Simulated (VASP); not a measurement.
## TiN: relaxation of cell and atoms with r2SCAN+rVV10

TiN:

```
Ti N
1.0
     0.00000    2.11613    2.11613
     2.11613    0.00000    2.11613
     2.11613    2.11613    0.00000
Ti N
1 1
Direct
  0.00000 0.00000 0.00000
  0.50000 0.50000 0.50000
```

```json
{"Program": "VASP 6.6.1", "Task": "relaxation of cell and atoms", "Functional": "r2SCAN", "Dispersion": "rVV10", "Potentials or basis": "VASP PAW PBE potentials, release 64 (Ti_sv, N)", "Cutoff": "520 eV", "k mesh": "12 × 12 × 12", "Occupations": "gaussian, width 0.02 eV", "Spin": "no spin polarisation", "Further INCAR settings": "ALGO = Normal; EDIFF = 1e-07; IBRION = 2; EDIFFG = -0.002; NSW = 80; ISIF = 3"}
```

| Quantity | Value |
| --- | --- |
| Pressure after relaxing | 0.0 GPa |
| Band gap on the k mesh | none (metal or under the smearing width) |

Final structure:
```
CELL_PARAMETERS angstrom
0.00000 2.11613 2.11613
2.11613 0.00000 2.11613
2.11613 2.11613 0.00000
ATOMIC_POSITIONS crystal
Ti 0.00000 0.00000 0.00000
N 0.50000 0.50000 0.50000
```

Levels at points of the mesh, in eV from the Fermi level:
| k point | band 5 | band 6 | band 7 | band 8 | band 9 | band 10 | band 11 | band 12 |
| --- | --- | --- | --- | --- | --- | --- | --- | --- |
| (0.00, 0.00, 0.00) | -18.25 | -2.34 | -2.34 | -2.34 | -0.58 | -0.58 | -0.58 | 0.64 |
| (0.50, 0.00, 0.00) | -15.78 | -8.51 | -5.90 | -5.90 | 1.81 | 1.81 | 2.52 | 6.04 |
| (0.50, 0.50, 0.00) | -16.88 | -6.25 | -3.58 | -3.58 | -3.09 | 1.74 | 2.52 | 2.52 |

Run time: 53 s on 1 thread of Intel(R) Xeon(R) 6975P-C (Granite Rapids), with other jobs on the host, peak memory 0.22 GiB.

Caveat: the relaxation stopped at its first step, so nothing moved; the PAW data sets were made with another functional, which shifts forces and pressure a little.
